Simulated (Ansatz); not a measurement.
Moving the functional in C

```cif
data_structure
_symmetry_space_group_name_H-M 'P 1'
_symmetry_Int_Tables_number 1
_cell_length_a 2.5221
_cell_length_b 2.5221
_cell_length_c 2.5221
_cell_angle_alpha 60.000
_cell_angle_beta 60.000
_cell_angle_gamma 60.000
_cell_volume 11.34
loop_
_atom_site_label
_atom_site_type_symbol
_atom_site_fract_x
_atom_site_fract_y
_atom_site_fract_z
_atom_site_occupancy
C1 C 0.75000 0.75000 0.75000 1
C2 C 0.50000 0.50000 0.50000 1
```

Kept alike: task projected density of states; k mesh 7 × 7 × 7; occupations fermi-dirac, width 0.05 eV; no spin polarisation. Program: Ansatz, Ansatz PAW. Cutoffs run from 420 to 500 eV. The mesh is that of the run's cell of 2 atoms. No spin-orbit coupling.

| functional | pressure (GPa) |
| --- | --- |
| BLYP | 10.99 |
| HSE06 | -8.16 |
| LDA | -13.08 |
| PBE | 1.80 |
| PBE0 | -8.26 |
| PBEsol | -4.79 |
| RPBE | 7.96 |
| r2SCAN | -2.40 |
| r2SCAN0 | -10.37 |
| revPBE | 6.44 |

Pressure is positive in compression, with a Pulay correction for the finite cutoff. All rows use potentials made for PBE.

The pressure runs from -13.08 (LDA) to 10.99 GPa (BLYP). From PBE: BLYP +9.19; HSE06 -9.96; LDA -14.88; PBE0 -10.06; PBEsol -6.59; RPBE +6.16; r2SCAN -4.20; r2SCAN0 -12.17; revPBE +4.64. A positive pressure means that the functional's own cell is larger than the one given, a negative one that it is smaller.
